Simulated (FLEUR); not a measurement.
# C (P6_3/mmc) in FLEUR: further runs

Runs on C. Level: PBE. Tasks: band structure, equation of state.

The COD entry that gives the cell may itself be a prediction, so a difference from it is no test against experiment.

All numbers are computed with FLEUR MaX-R8.1 (later development tree); they aren't measurements. Logs are shortened: lines on timing, memory, paths and dates and some standing lists are left out, and cuts for length are marked.

### Step 1. The structure

Symmetry: P6_3/mmc, No. 194, hexagonal system. Conventional cell: a = 2.522 Å, b = 2.522 Å, c = 12.356 Å, α = 90.00°, β = 90.00°, γ = 120.00°. Around C (site symmetry 3m) lie 4 C at 1.54 Å. C (site symmetry 3m) is surrounded by 4 C at 1.54 Å. C (site symmetry 3m) has 4 C at 1.54 Å as nearest neighbours.

This is a hexagonal form of diamond, not graphite.

### Step 2. Band structure, PBE

The input, inp.xml:

```xml
<?xml version="1.0" encoding="UTF-8" standalone="no"?>
<fleurInput fleurInputVersion="0.39">
   <comment>
      C                                                                                                   
   </comment>
   <calculationSetup>
      <cutoffs Kmax="4.5" Gmax="22.5" GmaxXC="22.5" numbands="0"/>
      <scfLoop itmax="60" minDistance="0.00001" maxIterBroyd="15" imix="Anderson" alpha="0.05" precondParam="0.0" spinf="2.0" sdNocoIR="T"/>
      <coreElectrons ctail="T" frcor="F" kcrel="0" coretail_lmax="0"/>
      <xcFunctional name="pbe" relativisticCorrections="F"/>
      <magnetism jspins="1"/>
      <soc l_soc="F" theta="0.0" phi="0.0" spav="F"/>
      <expertModes spex="0" secvar="F"/>
      <geometryOptimization l_f="F" forcealpha="1.0" forcemix="BFGS" epsdisp="0.00001" epsforce="0.00001"/>
      <ldaU l_linMix="F" mixParam="0.05" spinf="1.0"/>
   </calculationSetup>
   <cell>
      <bzIntegration valenceElectrons="48.0" mode="hist" fermiSmearingEnergy="0.00183747">
         <kPointListSelection listName="default-1"/>
         <!-- k-points included here -->
         <xi:include xmlns:xi="http://www.w3.org/2001/XInclude" href="kpts.xml"> </xi:include>
      </bzIntegration>
      <!-- symmetry operations included here -->
[... 33 lines left out ...]
      <atomGroup species="Carbon (C)">
         <relPos label="                   5">-1.000/3.000 1.000/3.000 .4791700000</relPos>
         <relPos label="                   6">1.000/3.000 -1.000/3.000 -.0208300000</relPos>
         <relPos label="                   7">-1.000/3.000 1.000/3.000 .0208300000</relPos>
         <relPos label="                   8">1.000/3.000 -1.000/3.000 -.4791700000</relPos>
         <force calculate="T" relaxXYZ="TTT"/>
      </atomGroup>
      <atomGroup species="Carbon (C)">
         <relPos label="                   9">.0000000000 .0000000000 -3.000/16.000</relPos>
         <relPos label="                  10">.0000000000 .0000000000 5.000/16.000</relPos>
         <relPos label="                  11">.0000000000 .0000000000 -5.000/16.000</relPos>
         <relPos label="                  12">.0000000000 .0000000000 3.000/16.000</relPos>
         <force calculate="T" relaxXYZ="TTT"/>
      </atomGroup>
   </atomGroups>
   <output dos="F" band="F" slice="F">
      <checks vchk="F" cdinf="F"/>
      <bandDOS minEnergy="-.5*Htr" maxEnergy="0.5*Htr" sigma="0.015" storeEVData="T"/>
      <vacuumDOS vacdos="F" integ="F" star="F" nstars="0" locx1="0.0" locy1="0.0" locx2="0.0" locy2="0.0" nstm="0" tworkf="0.0"/>
      <unfoldingBand unfoldBand="F" supercellX="1" supercellY="1" supercellZ="1"/>
      <plotting iplot="0" polar="F">
         <plot TwoD="T" vec1="  1.0  0.0  0.0" vec2="  0.0  1.0  0.0" vec3="  0.0  0.0  1.0" zero="  0.0  0.0  0.0" file="plot"/>
      </plotting>
      <chargeDensitySlicing numkpt="0" minEigenval="0.0" maxEigenval="0.0" nnne="0" pallst="F"/>
      <specialOutput eonly="F"/>
      <moessbauerParams electricFieldGradient="T" isomerShift="T" coreHyperfine="T" valenceHyperfine="T"/>
      <magneticCircularDichroism mcd="F" energyLo="-10.0" energyUp="0.0"/>
   </output>
  <!-- We include the file relax.xml here to enable relaxations (see documentation) -->
  <xi:include xmlns:xi="http://www.w3.org/2001/XInclude" href="relax.xml"> <xi:fallback/> </xi:include>
</fleurInput>
```

The input, crystal.txt:

```
C
&input cartesian=F /
2.5221000000  0.0000000000  0.0000000000
-1.2610500000  2.1842026709  0.0000000000
0.0000000000  0.0000000000  12.3557000000
1.8897261246
1.0 1.0 1.0

12
6 0.6666666667  0.3333333333  0.3541700000
6 0.3333333333  0.6666666667  0.8541700000
6 0.6666666667  0.3333333333  0.1458300000
6 0.3333333333  0.6666666667  0.6458300000
6 0.6666666667  0.3333333333  0.4791700000
6 0.3333333333  0.6666666667  0.9791700000
6 0.6666666667  0.3333333333  0.0208300000
6 0.3333333333  0.6666666667  0.5208300000
6 0.0000000000  0.0000000000  0.8125000000
6 0.0000000000  0.0000000000  0.3125000000
6 0.0000000000  0.0000000000  0.6875000000
6 0.0000000000  0.0000000000  0.1875000000

&kpt div1=12 div2=12 div3=3 gamma=T /
```

The input, inp.xml (bands):

```
<?xml version="1.0" encoding="UTF-8" standalone="no"?>
<fleurInput fleurInputVersion="0.39">
   <comment>
      C                                                                                                   
   </comment>
   <calculationSetup>
      <cutoffs Kmax="4.5" Gmax="22.5" GmaxXC="22.5" numbands="0"/>
      <scfLoop itmax="60" minDistance="0.00001" maxIterBroyd="15" imix="Anderson" alpha="0.05" precondParam="0.0" spinf="2.0" sdNocoIR="T"/>
      <coreElectrons ctail="T" frcor="F" kcrel="0" coretail_lmax="0"/>
      <xcFunctional name="pbe" relativisticCorrections="F"/>
      <magnetism jspins="1"/>
      <soc l_soc="F" theta="0.0" phi="0.0" spav="F"/>
      <expertModes spex="0" secvar="F"/>
      <geometryOptimization l_f="F" forcealpha="1.0" forcemix="BFGS" epsdisp="0.00001" epsforce="0.00001"/>
      <ldaU l_linMix="F" mixParam="0.05" spinf="1.0"/>
   </calculationSetup>
   <cell>
      <bzIntegration valenceElectrons="48.0" mode="hist" fermiSmearingEnergy="0.00183747">
         <kPointListSelection listName="path-1"/>
         <!-- k-points included here -->
         <xi:include xmlns:xi="http://www.w3.org/2001/XInclude" href="kpts.xml"> </xi:include>
      </bzIntegration>
[... 33 lines left out ...]
      </atomGroup>
      <atomGroup species="Carbon (C)">
         <relPos label="                   5">-1.000/3.000 1.000/3.000 .4791700000</relPos>
         <relPos label="                   6">1.000/3.000 -1.000/3.000 -.0208300000</relPos>
         <relPos label="                   7">-1.000/3.000 1.000/3.000 .0208300000</relPos>
         <relPos label="                   8">1.000/3.000 -1.000/3.000 -.4791700000</relPos>
         <force calculate="T" relaxXYZ="TTT"/>
      </atomGroup>
      <atomGroup species="Carbon (C)">
         <relPos label="                   9">.0000000000 .0000000000 -3.000/16.000</relPos>
         <relPos label="                  10">.0000000000 .0000000000 5.000/16.000</relPos>
         <relPos label="                  11">.0000000000 .0000000000 -5.000/16.000</relPos>
         <relPos label="                  12">.0000000000 .0000000000 3.000/16.000</relPos>
         <force calculate="T" relaxXYZ="TTT"/>
      </atomGroup>
   </atomGroups>
   <output dos="F" band="T" slice="F">
      <checks vchk="F" cdinf="F"/>
      <bandDOS minEnergy="-.5*Htr" maxEnergy="0.5*Htr" sigma="0.015" storeEVData="T"/>
      <vacuumDOS vacdos="F" integ="F" star="F" nstars="0" locx1="0.0" locy1="0.0" locx2="0.0" locy2="0.0" nstm="0" tworkf="0.0"/>
      <unfoldingBand unfoldBand="F" supercellX="1" supercellY="1" supercellZ="1"/>
      <plotting iplot="0" polar="F">
         <plot TwoD="T" vec1="  1.0  0.0  0.0" vec2="  0.0  1.0  0.0" vec3="  0.0  0.0  1.0" zero="  0.0  0.0  0.0" file="plot"/>
      </plotting>
      <chargeDensitySlicing numkpt="0" minEigenval="0.0" maxEigenval="0.0" nnne="0" pallst="F"/>
      <specialOutput eonly="F"/>
      <moessbauerParams electricFieldGradient="T" isomerShift="T" coreHyperfine="T" valenceHyperfine="T"/>
      <magneticCircularDichroism mcd="F" energyLo="-10.0" energyUp="0.0"/>
   </output>
  <!-- We include the file relax.xml here to enable relaxations (see documentation) -->
  <xi:include xmlns:xi="http://www.w3.org/2001/XInclude" href="relax.xml"> <xi:fallback/> </xi:include>
</fleurInput>
```

Potentials or basis: all-electron, FLAPW.

Started as:

```
$ inpgen -f crystal.txt -profile moderate
$ # inp.xml edited to the form shown
$ fleur_MPI
$ fleur_MPI   # second run, on inp.xml (bands)
```

The log of the run:

```text
Welcome to FLEUR        (www.flapw.de)
      MaX-Release 8.1          (www.max-centre.eu)

 ========== k-point set info ==========
 Selected k-point list: default-1
 k-point list type: mesh
 12 x 12 x 3
 Number of k points: 38

 ------------Calculation Setup---------------------------
 Number of MPI-tasks      :            1
 Number of PE/node        :            1
 Number of OMP-threads    :            1
 Most efficient MPI parallelization for:
           1           2          19          38
 Additional eigenvalue parallelization possible
 Number of basis functions:          910
 Approximate size of matrices (H+S) per k-point:         0.012 GB
 --------------------------------------------------------
 Iteration:     1   Distance:      25.46524353 me/bohr^3
 Iteration:     2   Distance:      24.00220528 me/bohr^3
 Iteration:     3   Distance:       3.67323080 me/bohr^3
 Iteration:     4   Distance:       2.00247967 me/bohr^3
 Iteration:     5   Distance:       0.34570023 me/bohr^3
 Iteration:     6   Distance:       0.18937269 me/bohr^3
 Iteration:     7   Distance:       0.16701969 me/bohr^3
 Iteration:     8   Distance:       0.03253602 me/bohr^3
 Iteration:     9   Distance:       0.02187575 me/bohr^3
 Iteration:    10   Distance:       0.02069888 me/bohr^3
 Iteration:    11   Distance:       0.00598549 me/bohr^3
 Iteration:    12   Distance:       0.00048445 me/bohr^3
 Iteration:    13   Distance:       0.00011017 me/bohr^3
 Iteration:    14   Distance:       0.00001664 me/bohr^3
 Iteration:    15   Distance:       0.00001436 me/bohr^3
 Iteration:    16   Distance:       0.00001342 me/bohr^3
 Iteration:    17   Distance:       0.00000145 me/bohr^3

 ********************************************************************
 Run finished successfully
 Stop message:
   all done
 ********************************************************************
```

Wall time 3.4 min (1 thread of Arm Neoverse V1, shared host); peak memory 0.14 GiB.

What came out:

- Free energy: -12439.6860 eV
- Band gap on the k mesh: 4.38 eV, indirect (least direct gap 5.34 eV)
- Band gap along the path: 4.36 eV, indirect (least direct gap 5.34 eV)
- Valence electrons inside the program's atomic spheres: C 2.09 (radii C 1.35 bohr)

Levels at the corners of the path, in eV from the valence-band top:
```
point  band 21  band 22  band 23  band 24  band 25  band 26  band 27  band 28
    Γ    -0.98    -0.15     0.00     0.00     5.34     5.34     5.69     6.40
    M    -4.04    -4.04    -3.63    -2.88     4.52     5.10     5.26     5.62
    K    -6.03    -4.78    -4.53    -4.53     5.60     5.60     6.26     8.72
    Γ    -0.98    -0.15     0.00     0.00     5.34     5.34     5.69     6.40
    A    -0.33    -0.33    -0.33    -0.33     5.73     5.73     5.73     5.73
    L    -3.75    -3.75    -3.23    -3.23     4.69     4.69     5.89     5.89
    H    -5.31    -5.31    -4.75    -4.75     5.84     5.84     7.12     7.12
    A    -0.33    -0.33    -0.33    -0.33     5.73     5.73     5.73     5.73
    L    -3.75    -3.75    -3.23    -3.23     4.69     4.69     5.89     5.89
    M    -4.04    -4.04    -3.63    -2.88     4.52     5.10     5.26     5.62
    K    -6.03    -4.78    -4.53    -4.53     5.60     5.60     6.26     8.72
    H    -5.31    -5.31    -4.75    -4.75     5.84     5.84     7.12     7.12
```

Core levels (eV from the Fermi level):
```
atom        levels
 1 C  1s1/2 -265.9
 2 C  1s1/2 -265.9
 3 C  1s1/2 -265.9
 4 C  1s1/2 -265.9
 5 C  1s1/2 -265.9
 6 C  1s1/2 -265.9
```

Caveat: the plane-wave cutoff is short for the small spheres of the light atoms, so energies, forces and moduli aren't converged.

### Step 3. Equation of state, PBE, 5.33 Å³/atom (volume scaled by 0.94)

Changes to inp.xml since step 2:

```diff
@@ -24,3 +24,3 @@
       <xi:include xmlns:xi="http://www.w3.org/2001/XInclude" href="sym.xml"> </xi:include>
-      <bulkLattice scale="1.0">
+      <bulkLattice scale="0.9795861087">
          <bravaisMatrix>
@@ -34,3 +34,3 @@
       <species name="Carbon (C)" element="C" atomicNumber="6">
-         <mtSphere radius="1.35" gridPoints="447" logIncrement="0.023"/>
+         <mtSphere radius="1.31" gridPoints="447" logIncrement="0.023"/>
          <atomicCutoffs lmax="5" lnonsphr="3"/>
```

Potentials or basis: all-electron, FLAPW.

Started as:

```
$ inpgen -f crystal.txt -profile moderate
$ # inp.xml edited to the form shown
$ fleur_MPI
```

It took 2.8 min on 1 thread of Arm Neoverse V1, shared host; peak memory 0.13 GiB.

Results (log left out):

* Free energy: -12439.0291 eV
* Band gap on the k mesh: 4.54 eV, indirect (least direct gap 5.48 eV)
* Valence electrons inside the program's atomic spheres: C 2.01 (radii C 1.31 bohr)

Caveat: the plane-wave cutoff is short for the small spheres of the light atoms, so energies, forces and moduli aren't converged; an odd mesh through Γ misses points on the zone boundary, where band edges often lie.

### Step 4. Equation of state, PBE, 5.45 Å³/atom (volume scaled by 0.96)

Changes to inp.xml since step 3:

```diff
@@ -24,3 +24,3 @@
       <xi:include xmlns:xi="http://www.w3.org/2001/XInclude" href="sym.xml"> </xi:include>
-      <bulkLattice scale="0.9795861087">
+      <bulkLattice scale="0.9864848297">
          <bravaisMatrix>
```

Started as:

```
$ inpgen -f crystal.txt -profile moderate
$ # inp.xml edited to the form shown
$ fleur_MPI
```

It took 2.7 min on 1 thread of Arm Neoverse V1, shared host; peak memory 0.13 GiB.

Results (log left out):

| Property | Result |
| --- | --- |
| Free energy | -12439.3048 eV |
| Band gap on the k mesh | 4.49 eV, indirect (least direct gap 5.44 eV) |
| Valence electrons inside the program's atomic spheres | C 1.99 (radii C 1.31 bohr) |

Caveat: the plane-wave cutoff is short for the small spheres of the light atoms, so energies, forces and moduli aren't converged; an odd mesh through Γ misses points on the zone boundary, where band edges often lie.

### Step 5. Equation of state, PBE, 5.67 Å³/atom

Changes to inp.xml since step 4:

```diff
@@ -24,3 +24,3 @@
       <xi:include xmlns:xi="http://www.w3.org/2001/XInclude" href="sym.xml"> </xi:include>
-      <bulkLattice scale="0.9864848297">
+      <bulkLattice scale="1.0000000000">
          <bravaisMatrix>
```

Started as:

```
$ inpgen -f crystal.txt -profile moderate
$ # inp.xml edited to the form shown
$ fleur_MPI
```

It took 2.7 min on 1 thread of Arm Neoverse V1, shared host; peak memory 0.14 GiB.

Results (log left out):

```yaml
Free_energy: -12439.5873 eV
Band_gap_on_the_k_mesh: 4.38 eV, indirect (least direct gap 5.34 eV)
Valence_electrons_inside_the_program's_atomic_spheres: C 1.95 (radii C 1.31 bohr)
```

Caveat: the plane-wave cutoff is short for the small spheres of the light atoms, so energies, forces and moduli aren't converged; an odd mesh through Γ misses points on the zone boundary, where band edges often lie.

### Step 6. Equation of state, PBE, 5.90 Å³/atom (volume scaled by 1.04)

Changes to inp.xml since step 5:

```diff
@@ -24,3 +24,3 @@
       <xi:include xmlns:xi="http://www.w3.org/2001/XInclude" href="sym.xml"> </xi:include>
-      <bulkLattice scale="1.0000000000">
+      <bulkLattice scale="1.0131594038">
          <bravaisMatrix>
```

Potentials or basis: all-electron, FLAPW.

Started as:

```
$ inpgen -f crystal.txt -profile moderate
$ # inp.xml edited to the form shown
$ fleur_MPI
```

Run time: 2.9 min. Hardware: 1 thread of Arm Neoverse V1, shared host; peak memory 0.14 GiB.

It converged, with:

| Quantity | Value |
| --- | --- |
| Free energy | -12439.5549 eV |
| Band gap on the k mesh | 4.27 eV, indirect (least direct gap 5.25 eV) |
| Valence electrons inside the program's atomic spheres | C 1.92 (radii C 1.31 bohr) |

Caveat: the plane-wave cutoff is short for the small spheres of the light atoms, so energies, forces and moduli aren't converged; an odd mesh through Γ misses points on the zone boundary, where band edges often lie.

### Step 7. Equation of state, PBE, 6.01 Å³/atom (volume scaled by 1.06)

Changes to inp.xml since step 6:

```diff
@@ -24,3 +24,3 @@
       <xi:include xmlns:xi="http://www.w3.org/2001/XInclude" href="sym.xml"> </xi:include>
-      <bulkLattice scale="1.0131594038">
+      <bulkLattice scale="1.0196128224">
          <bravaisMatrix>
```

Started as:

```
$ inpgen -f crystal.txt -profile moderate
$ # inp.xml edited to the form shown
$ fleur_MPI
```

Run time: 3 min. Hardware: 1 thread of Arm Neoverse V1, shared host; peak memory 0.14 GiB.

Results (log left out):

```yaml
Free_energy: -12439.4291 eV
Band_gap_on_the_k_mesh: 4.22 eV, indirect (least direct gap 5.18 eV)
Valence_electrons_inside_the_program's_atomic_spheres: C 1.90 (radii C 1.31 bohr)
```

Caveat: the plane-wave cutoff is short for the small spheres of the light atoms, so energies, forces and moduli aren't converged; an odd mesh through Γ misses points on the zone boundary, where band edges often lie.

### Step 8. Equation of state, PBE

Potentials or basis: all-electron, FLAPW.

No new run: the results of the series are fitted here.

What came out:

```
Equilibrium volume                        : 5.76 Å³/atom (rough: see the caveat)
Bulk modulus at fixed shape and positions : 453 GPa (rough)
```

Energy against volume, from the lowest point:
| volume (Å³/atom) | energy (meV/atom) |
| --- | --- |
| 5.332 | 46.52 |
| 5.445 | 23.54 |
| 5.672 | 0.00 |
| 5.899 | 2.70 |
| 6.012 | 13.19 |

Caveat: the fit is doubtful: noisy points or a state that changes with volume; small basis for a fit; the plane-wave cutoff is short for the small spheres of the light atoms, so energies, forces and moduli aren't converged; the cell was scaled at fixed shape and fractional positions, which overstates the stiffness of a crystal with free parameters, most of all of layers and chains.
